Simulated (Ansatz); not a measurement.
The system is In.

```xyz
1
Lattice="-1.8825 1.8825 1.8825 1.8825 -1.8825 1.8825 1.8825 1.8825 -1.8825" Properties=species:S:1:pos:R:3 pbc="T T T"
In    0.0000    0.0000    0.0000
```

This isn't the form of In at room conditions, which is tetragonal.

* Program: Ansatz 0.2.0
* Task: relaxation of cell and atoms
* Functional: PBEsol
* Dispersion: D3(BJ)
* Potentials or basis: Ansatz PAW
* Cutoff: 420 eV (not typed: the program's choice for these potentials)
* k mesh: 10 × 10 × 10
* Occupations: fermi-dirac, width 0.05 eV
* Spin: no spin polarisation

At the start: volume 26.69 Å³/atom.

Where does the relaxation end?

It ends after 5 steps and the volume is 24.43 Å³/atom (-8.5 %); space group Im-3m (No. 229, to 0.05 Å).

Step by step:
| step | energy change (eV) | largest force (eV/Å) | volume (Å³) |
| --- | --- | --- | --- |
| 1 | 0.0000 | 0.0000 | 26.69 |
| 2 | -0.0274 | 0.0000 | 24.71 |
| 3 | -0.0279 | 0.0000 | 24.37 |
| 4 | -0.0279 | 0.0000 | 24.43 |
| 5 | -0.0274 | 0.0000 | 24.43 |

Final structure:
```
CELL_PARAMETERS angstrom
-1.82791 1.82791 1.82791
1.82791 -1.82791 1.82791
1.82791 1.82791 -1.82791
ATOMIC_POSITIONS crystal
In 0.00000 0.00000 0.00000
```

Caveat: the plane-wave basis is chosen anew once the cell has moved, so the energies of steps on either side of that aren't comparable; pairwise dispersion overbinds metals, which lowers pressure and volume; the PAW data sets come from PBE, with cores solved anew for the run's functional, which leaves a small shift of forces and pressure.
